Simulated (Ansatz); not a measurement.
InP, 2 atoms in the cell. The structure is cubic, space group F-43m (No. 216). The conventional cell has a = 5.861 Å, b = 5.861 Å, c = 5.861 Å, α = 90.00°, β = 90.00°, γ = 90.00°. Around In (site symmetry -43m) lie 4 P at 2.54 Å. P (site symmetry -43m) has 4 In at 2.54 Å as nearest neighbours. 

| Quantity | Value |
| --- | --- |
| Program | Ansatz 0.2.0 |
| Task | band structure |
| Functional | RPBE |
| Potentials or basis | PseudoDojo standard (PBE files) |
| Cutoff | 952 eV |
| Density cutoff | 3810 eV |
| k mesh | 8 × 8 × 8 |
| Occupations | tetrahedron |
| Spin | collinear spin, ferromagnetic start |
| Starting moments | [0.5, 0.0] μB |
| Path | [["G", "X", "W", "K", "G", "L", "U", "W", "L", "K"], ["U", "X"]] |
| Points for each segment of the path | 14 |

Potentials or basis: PseudoDojo standard (PBE files).

Command:

```bash
$ ansatz run input.yaml --threads 1 --pin off --max-ram 2560MiB --backend cpu --events-out ev --progress --plain --runs-dir out
```

Hardware: 1 thread of Arm Neoverse V1, with other jobs on the host.

Q: How long does it take, and how much memory?

A: It took 3.5 min on 1 thread of Arm Neoverse V1, with other jobs on the host, peak memory 1 GiB. Counts: scf iterations 14, plane waves 3383, k points 29, bands 41.
